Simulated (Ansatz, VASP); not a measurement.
This is a calculation of Ge for VASP 6.6.1.

INCAR

```
SYSTEM = Ge
PREC = Accurate ; ENCUT = 520
EDIFF = 1E-6 ; ISMEAR = -1
SIGMA = 0.05 ; LREAL = .False.
LASPH = .True. ; NELM = 100
ALGO = Normal ; ISIF = 2
LWAVE = .False. ; LCHARG = .True.
GGA = CA ; LELF = .True.
LVHAR = .True. ; NBANDS = 13
```

Contents of KPOINTS:

```
Automatic mesh
0
Gamma
  11 11 10
  0 0 0
```

File POSCAR:

```
Ge
1.0
    1.3877718785     -2.5830623466      0.0000000000
    1.3877718785      2.5830623466      0.0000000000
    0.0000000000      0.0000000000      2.6801215215
Ge
1
Direct
    0.5000000000      0.5000000000      0.0000000000
```

Potentials or basis: VASP PAW LDA potentials, release 64 (Ge_d).

Launch:

```console
$ cat potpaw_LDA.64/Ge_d/POTCAR > POTCAR
$ mpirun -np 1 vasp_std > vasp.out
```

Question: Translate it to Ansatz 0.2.0. Potentials there: Ansatz PAW.

Answer: As run (the cutoff follows the program's own potentials):

File input.yaml:

```yaml
crystal:
  lattice:
    - [1.3877718785, -2.5830623466, 0.0]
    - [1.3877718785, 2.5830623466, 0.0]
    - [0.0, 0.0, 2.6801215215]
  atoms:
    - { symbol: Ge, position: [0.5, 0.5, 0.0] }
hamiltonian:
  xc: lda
  pseudopotentials: { kind: paw }
kpoints:
  mp_grid: { grid: [11, 11, 10] }
scf:
  occupations: { method: fermi_dirac, width: 0.05 }
output:
  forces: true
  stress: true
  eigenvalues: true
```

Potentials or basis: Ansatz PAW.

The run is started by

```sh
$ ansatz run input.yaml --threads 2 --pin off --max-ram 5632MiB --backend cpu --events-out ev --progress --plain --runs-dir out
```

Both were run:

|  | VASP | Ansatz | Ansatz less VASP |
| --- | --- | --- | --- |
| gap on the k mesh at the Fermi level (eV) | none | none | - |
| pressure (GPa) | -4.6 | -4.5 | +0.08 |
| largest component of the traceless stress (GPa) | 1.72 | 1.73 | +0.013 |

A gap of «none» marks a metal or a gap that the smearing closes.

Caveats: the PAW data sets come from PBE, with cores solved anew for the run's functional, which leaves a small shift of forces and pressure (Ansatz).
